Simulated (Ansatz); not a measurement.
Input of an Ansatz 0.2.0 run:

input.yaml

```yaml
crystal:
  lattice:
    - [4.78, 0.0, 0.0]
    - [-2.39, 4.1396014301, 0.0]
    - [0.0, 0.0, 6.564]
  atoms:
    - { symbol: Ta, position: [0.0, 0.5, 0.1666666667] }
    - { symbol: Ta, position: [0.5, 0.5, 0.8333333333] }
    - { symbol: Ta, position: [0.5, 0.0, 0.5] }
    - { symbol: Si, position: [0.3333, 0.16665, 0.1666666667] }
    - { symbol: Si, position: [0.16665, 0.83335, 0.8333333333] }
    - { symbol: Si, position: [0.83335, 0.6667, 0.5] }
    - { symbol: Si, position: [0.6667, 0.83335, 0.1666666667] }
    - { symbol: Si, position: [0.83335, 0.16665, 0.8333333333] }
    - { symbol: Si, position: [0.16665, 0.3333, 0.5] }
hamiltonian:
  xc: r2scan
  pseudopotentials: { kind: paw }
kpoints:
  mp_grid: { grid: [7, 7, 4] }
  band_path:
    path:
      - [[0.0, 0.0, 0.0], [0.5, 0.0, 0.0], [0.3333333333, 0.3333333333, 0.0], [0.0, 0.0, 0.0], [0.0, 0.0, 0.5], [0.5, 0.0, 0.5], [0.3333333333, 0.3333333333, 0.5], [0.0, 0.0, 0.5]]
      - [[0.5, 0.0, 0.5], [0.5, 0.0, 0.0]]
      - [[0.3333333333, 0.3333333333, 0.0], [0.3333333333, 0.3333333333, 0.5]]
    npoints: 10
scf:
  occupations: { method: fermi_dirac, width: 0.05 }
  n_extra_bands: 22
output:
  forces: true
  stress: true
  eigenvalues: true
  fatbands: true
  write_density: true
  write_potential: true
  elf: true
  volumetric_format: npy
```

Potentials or basis: Ansatz PAW.

Command:

```console
$ ansatz run input.yaml --threads 4 --pin off --max-ram 11264MiB --backend cpu --events-out ev --progress --plain --runs-dir out
```

(1) Predict the pressure.

(2) Predict the largest force.

Results:

(1) 0.1 GPa.

(2) 0.835 eV/Å.

Caveat: spin-orbit coupling is left out, which moves the levels of the heavy elements; the cell's inner coordinates are idealised or old, which leaves forces on the atoms; the PAW data sets come from PBE, with cores solved anew for the run's functional, which leaves a small shift of forces and pressure.
